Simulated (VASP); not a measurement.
Here is a VASP 6.6.1 calculation.

Contents of INCAR:

```
SYSTEM = Sr
ALGO = Fast
DIPOL = 0.5 0.5 0.500
EDIFF = 1E-6
ENCUT = 520
GGA = PS
IDIPOL = 3
ISIF = 2
ISMEAR = 0
LASPH = .True.
LCHARG = .True.
LDIPOL = .True.
LELF = .True.
LREAL = .False.
LVACPOTAV = .True.
LVHAR = .True.
LWAVE = .False.
NBANDS = 28
NELM = 100
PREC = Accurate
SIGMA = 0.1
```

Contents of KPOINTS:

```
k-points
0
Gamma
  9 9 1
  0 0 0
```

POSCAR

```
Sr
1.0
    4.1831297288      0.0000000000      0.0000000000
   -2.0915648644      3.6226966124      0.0000000000
    0.0000000000      0.0000000000     25.2465333634
Sr
4
Direct
    0.6666666667      0.3333333333      0.3013550108
    0.3333333333      0.6666666667      0.4329740734
    0.0000000000      0.0000000000      0.5670259315
    0.6666666667      0.3333333333      0.6986449843
```

Potentials or basis: VASP PAW PBE potentials, release 64 (Sr_sv).

The run is started by

```sh
$ cat potpaw_PBE.64/Sr_sv/POTCAR > POTCAR
$ mpirun -np 1 vasp_std > vasp.out
```

(1) Estimate the work function of the lower face.

(2) What does it give for the largest force?

Answers

(1) 2.58 eV.

(2) 0.010 eV/Å.

Caveat: the PAW data sets were made with another functional, which shifts forces and pressure a little.
